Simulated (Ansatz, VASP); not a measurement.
One calculation of Pb, two programs

The input INCAR:

```
PREC     = Accurate       # precision mode
ENCUT    = 520            # plane-wave cutoff, eV
EDIFF    = 1E-6           # SCF threshold, eV
ISMEAR   = -1             # smearing method
SIGMA    = 0.05           # smearing width, eV
LREAL    = False          # projectors in reciprocal space
LASPH    = True           # aspherical terms in the spheres
NELM     = 100            # most SCF steps
ALGO     = Normal         # electronic algorithm
ISIF     = 2              # what is computed and relaxed
LWAVE    = False          # write WAVECAR
LCHARG   = False          # write CHGCAR
NBANDS   = 21             # bands
```

KPOINTS

```
regular mesh
0
Gamma
  9 9 5
```

POSCAR

```
Pb
1.0
    3.4329672075      0.0000000000      0.0000000000
   -1.7164836037      2.9730368121      0.0000000000
    0.0000000000      0.0000000000      5.5144501982
Pb
2
Direct
    0.6666666667      0.3333333333      0.7500000000
    0.3333333333      0.6666666667      0.2500000000
```

File input.yaml:

```yaml
crystal:
  lattice:
    - [3.4329672075, 0.0, 0.0]
    - [-1.7164836037, 2.9730368121, 0.0]
    - [0.0, 0.0, 5.5144501982]
  atoms:
    - { symbol: Pb, position: [0.6666666667, 0.3333333333, 0.75] }
    - { symbol: Pb, position: [0.3333333333, 0.6666666667, 0.25] }
hamiltonian:
  xc: lda
  pseudopotentials: { kind: paw }
kpoints:
  mp_grid: { grid: [9, 9, 5] }
scf:
  occupations: { method: fermi_dirac, width: 0.05 }
output:
  forces: true
  stress: true
  eigenvalues: true
```

This isn't the form of Pb at room conditions, which is fcc.

Alike in both runs: task single point; functional LDA; k mesh 9 × 9 × 5; occupations fermi-dirac, width 0.05 eV; no spin polarisation.

|  | VASP | Ansatz |
| --- | --- | --- |
| version | VASP 6.6.1 | Ansatz 0.2.0 |
| potentials or method | VASP PAW LDA potentials, release 64 (Pb_d) | Ansatz PAW |
| plane-wave cutoff (eV) | 520 | 420 |
| valence electrons in the cell | 28 | 28 |

|  | VASP | Ansatz | Ansatz less VASP |
| --- | --- | --- | --- |
| gap on the k mesh at the Fermi level (eV) | none | none | - |
| pressure (GPa) | 1.7 | 1.6 | -0.08 |
| largest component of the traceless stress (GPa) | 3.02 | 2.96 | -0.055 |

A gap of «none» marks a metal or a gap that the smearing closes.

Caveats: the PAW data sets come from PBE, with cores solved anew for the run's functional, which leaves a small shift of forces and pressure (Ansatz). Spin-orbit coupling is left out, which matters for the levels of Pb.
